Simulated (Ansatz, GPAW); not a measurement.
One calculation of HfN, 3 ways

```
Hf N
1.0
     3.13391    0.00000    0.00000
    -1.56695    2.71404    0.00000
     0.00000    0.00000    5.41677
Hf N
2 2
Direct
  0.33366 0.65416 0.25049
  0.66144 0.33566 0.74992
  0.00764 0.99647 0.49177
  0.00460 0.00224 0.99334
```

The cell comes from a database or a generator and needn't be the stable form of this composition.

Atoms were shifted at random by some hundredths of an Å from the given cell, which wasn't relaxed again for these runs.

Alike in all runs: task single point; functional PBEsol; k mesh 10 × 10 × 5; occupations fermi-dirac, width 0.05 eV; no spin polarisation; no spin-orbit coupling. Pressure is positive in compression and, in plane waves, holds the error of the finite cutoff, which Ansatz's Pulay term estimates and takes out.

```
                           program and potentials  plane-wave cutoff (eV)                                                                                                                              notes  pressure (GPa)  largest force (eV/Å)  energy over the undisturbed cell (meV/atom)
                               Ansatz, Ansatz PAW                     420  potentials made for PBE, which Ansatz adapts in part; 15.5 valence electrons an atom on average; Pulay term of +0.50 GPa included           -2.04                 0.571                                         7.92
   Ansatz, all-electron LAPW, scalar-relativistic                       -                                                                                                                                  -           -1.98                 0.570                                            -
GPAW, PAW data sets generated for this functional                     800                                                                                           8.5 valence electrons an atom on average           -1.66                 0.600                                         8.34
```

Force on atom 3 (N), eV/Å:

```tsv
program and potentials	x	y	z
Ansatz, Ansatz PAW	-0.277	-0.045	0.497
Ansatz, all-electron LAPW, scalar-relativistic	-0.277	-0.045	0.496
GPAW, PAW data sets generated for this functional	-0.289	-0.049	0.523
```

The pressure spans -2.04 (Ansatz, Ansatz PAW) to -1.66 GPa (GPAW, PAW data sets generated for this functional), with all-electron results at -1.98.

Differences between rows come from potentials, basis sets and numerical settings, since the functional is the same but for its coding. Runs on potential files found faulty are left out.
